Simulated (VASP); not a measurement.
Input of a VASP 6.6.1 run:

File INCAR:

```
SYSTEM = CoSi2
  ALGO = Fast
  EDIFF = 1E-7
  ENCUT = 520
  GGA = PS
  ISIF = 2
  ISMEAR = 0
  LASPH = .True.
  LCHARG = .False.
  LREAL = .False.
  LWAVE = .False.
  NBANDS = 16
  NELM = 100
  PREC = Accurate
  SIGMA = 0.1
```

File KPOINTS:

```
k-points
0
Gamma
  14 14 14
  0 0 0
```

The input POSCAR:

```
CoSi2
1.0
    0.0000000000      2.6562476233      2.6562476233
    2.6562476233      0.0000000000      2.6562476233
    2.6562476233      2.6562476233      0.0000000000
Co Si
1 2
Direct
    0.0000000000      0.0000000000      0.0000000000
    0.2500000000      0.2500000000      0.2500000000
    0.7500000000      0.7500000000      0.7500000000
```

Potentials or basis: VASP PAW PBE potentials, release 64 (Co, Si).

The run is started by

```sh
$ cat potpaw_PBE.64/Co/POTCAR potpaw_PBE.64/Si/POTCAR > POTCAR
$ mpirun -np 1 vasp_std > vasp.out
```

Q: Predict the pressure.

A: 0.1 GPa.

Q: Predict the band gap on the k mesh.

A: None (metal or under the smearing width).

Caveat: the PAW data sets were made with another functional, which shifts forces and pressure a little. Spin polarisation is off, so any magnetic state and its effect on volume and gap are missing.
